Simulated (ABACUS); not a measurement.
Runs of ABACUS 3.10.1 on BN. It takes space group P6_3mc (No. 186, hexagonal). The conventional cell has a = 2.554 Å, b = 2.554 Å, c = 4.227 Å, α = 90.00°, β = 90.00°, γ = 120.00°. N (site symmetry 3m) has 4 B at 1.57 to 1.58 Å as nearest neighbours. B (site symmetry 3m) has 4 N at 1.57 to 1.58 Å as nearest neighbours. Measurements of this composition are mostly on another form, of space group No. 194.

```tsv
task	level	potentials or basis	cell	k mesh	cutoff (eV)	radial cutoff of the potentials (pseudo_rcut)	SCF threshold on the density	eigensolver	max steps of the relaxation	force threshold	mesh quality	gap on the mesh (eV)	pressure (GPa)	V0 of scaled cells (Å³/atom)	B0 (GPa)	largest force (eV/Å)
single point	PBE	PseudoDojo NC SR 0.5 PBE stringent, DZP LCAO (the cutoffs set its grid)	as given	11 × 11 × 6	1361	10 bohr	1e-07	scalapack_gvx	-	-	not flagged	5.48	0.5	-	-	0.02
relaxation of cell and atoms	PBE	Ansatz NC PBE, DZP LCAO (the cutoffs set its grid)	relaxed	11 × 11 × 6	1361	10 bohr	1e-07	genelpa	60	0.01 eV/Å	not flagged	-	0.0	-	-	-
single point	HCTH407	Ansatz NC PBE, plane waves	as given	10 × 10 × 5	1252	10 bohr	1e-08	dav	-	-	not flagged	5.87	-10.7	-	-	0.07
single point	PBE	PseudoDojo NC SR 0.4.1 PBE standard, plane waves	as given	12 × 12 × 6	1143	10 bohr	1e-08	dav	-	-	not flagged	5.27	-0.4	-	-	0.01
equation of state	r2SCAN	SG15 ONCV 1.2 PBE, plane waves	as given	8 × 8 × 4	1320	7 bohr	1e-08	dav	-	-	coarse	-	-	5.89	390	-
equation of state	LDA	PseudoDojo NC SR 0.4.1 LDA stringent, plane waves	as given	10 × 10 × 5	1143	7 bohr	1e-08	dav	-	-	not flagged	-	-	(b)	399	-
single point	PBE	Ansatz NC PBE, DZP LCAO (the cutoffs set its grid)	as given	11 × 11 × 6	1361	10 bohr	1e-07	genelpa	-	-	not flagged	5.40	1.1	-	-	0.02
equation of state	HCTH407	Ansatz NC PBE, plane waves	as given	10 × 10 × 5	1252	10 bohr	1e-08	dav	-	-	not flagged	-	-	(a)	379	-
```

Alike in all rows: no spin polarisation; smearing fermi-dirac 0.05 eV.

Question: Fill in the values left out.

Answer: (a) 5.79; (b) 5.77.

Caveats: some runs use coarse meshes; the atomic orbitals were generated for these runs and aren't a published set (some runs); an odd mesh through Γ misses points on the zone boundary, where band edges often lie (some runs); the basis of atomic orbitals isn't converged, which shifts pressures, moduli and gaps (some runs); the potentials were made for another functional, which shifts forces and pressure (some runs); the cell was scaled at fixed shape and fractional positions, which overstates the stiffness of a crystal with free parameters, most of all of layers and chains (some runs); there are fewer bands than atomic start orbitals, so a level may be missed at k points of high symmetry (some runs).

Not every run made on this cell is shown here.
